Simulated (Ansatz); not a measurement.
**KF: from a trial structure to a relaxed crystal**

Level of theory: DFT PBE, scalar-relativistic, plane waves, PAW (Ansatz 0.2.0).

The start is a random cell of KF without symmetry, drawn with lower limits on the distances.

Input of the last, converged step (default PAW datasets):

```yaml
crystal:
  lattice:
    - [3.6913036182, 0.0, 0.0]
    - [-1.8456518091, 3.1967627064, 0.0]
    - [0.0, 0.0, 3.3619873183]
  atoms:
    - { symbol: K, position: [0.3333333333, 0.6666666667, 0.5] }
    - { symbol: F, position: [0.6666666667, 0.3333333333, 0.0] }
basis:
  ecutwfc: 420
kpoints:
  mp_grid: { grid: [6, 6, 8] }
hamiltonian:
  xc: pbe
scf:
  occupations: { method: gaussian, width: 0.02 }
output:
  forces: true
  stress: true
  eigenvalues: true
relax:
  adjacent_minimum: "off"
  f_tol: 0.01
  max_steps: 80
  cell: { stress_tol: 0.05 }
```

Launched as:

```bash
ansatz run input.yaml --threads 1 --pin off --max-ram 2560MiB --backend cpu --events-out ev --progress --plain --runs-dir out
```

Time: 1.8 s on 1 thread of Intel(R) Xeon(R) 6975P-C (Granite Rapids), on a shared host, peak memory 0.36 GiB.

The program printed at the end:

```
SCF converged after 4 iterations
Free energy (F): -2348.678381 eV
Harris-Foulkes:  -2348.678381 eV  (|F-HF|=3.73e-11)
Internal energy: -2348.678381 eV  (E = F + TS)
E sigma→0 (E₀):  -2348.678381 eV
Fermi energy:    4.252856 eV
--- Per-component energies (eV) ---
  E_band       = -130.502311
  E_kinetic    = 461.713605
  E_local      = -1140.900708  (includes V_loc(G=0)·N_el)
  E_nonlocal   = 85.892284
  E_hartree    = 413.121310
  E_xc         = -216.292737
  E_vxc        = -268.849574  (∫ρ·V_xc dr)
  E_paw        = -982.107903  (= ΣΔE_a)
  E_vpaw       = -94.602651  (= ΣTr[D̂ρ^β])
  E_aug_tail   = 0.002058  (compensation charges beyond the density's cutoff)
  E_ewald      = -970.106290
  E_smearing   =  0.000000  (= −TS)
  E_closure    = 0.000000  (closes the sum)
  Σ components = -2348.678381   (vs F -2348.678381, Δ=0.00e0)
--- Forces (eV/Å), atoms counted from 1 ---
  atom   1  K      0.00000000     0.00000000     0.00000000
  atom   2  F      0.00000000     0.00000000     0.00000000
  max |Σ_I F_I| component: 5.49e-18 eV/Å
--- Stress (GPa, compression-positive) ---
        0.024210       0.000000       0.000000
        0.000000       0.024210       0.000000
        0.000000       0.000000       0.005409
  P = ⅓ Tr σ = 0.0179 GPa (0.179 kbar)
--- Relaxed structure (1 steps of the walk, 1 accepted, 1 SCFs on fresh bases) ---
  F+E_penalty+E_count = -2348.67838114 eV   max|allowed force component| = 4.192e-18 eV/Å   (the final SCF, on the basis selected at the relaxed cell)
  cell:  # Å, volume = 39.6722 Å³
    - [3.691304, 0.0, 0.0]
    - [-1.845652, 3.196763, 0.0]
    - [0.0, 0.0, 3.361987]
  atoms:
    - { symbol: K, position: [0.333333, 0.666667, 0.500000] }
    - { symbol: F, position: [0.666667, 0.333333, 0.0] }
```

Total energies depend on the potentials used, so only differences within one code and one set of settings carry meaning.

The result has space group P-6m2 (No. 187). Around K lie 6 F at 2.71 Å; F is coordinated by 6 K at 2.71 Å.

Against the elements it lies at -2.650 eV/atom. Formation energies are uncorrected and refer to the elements' standard structures at the same level (F₂ as a molecule).

A structure relaxed within its symmetry needn't be a true minimum.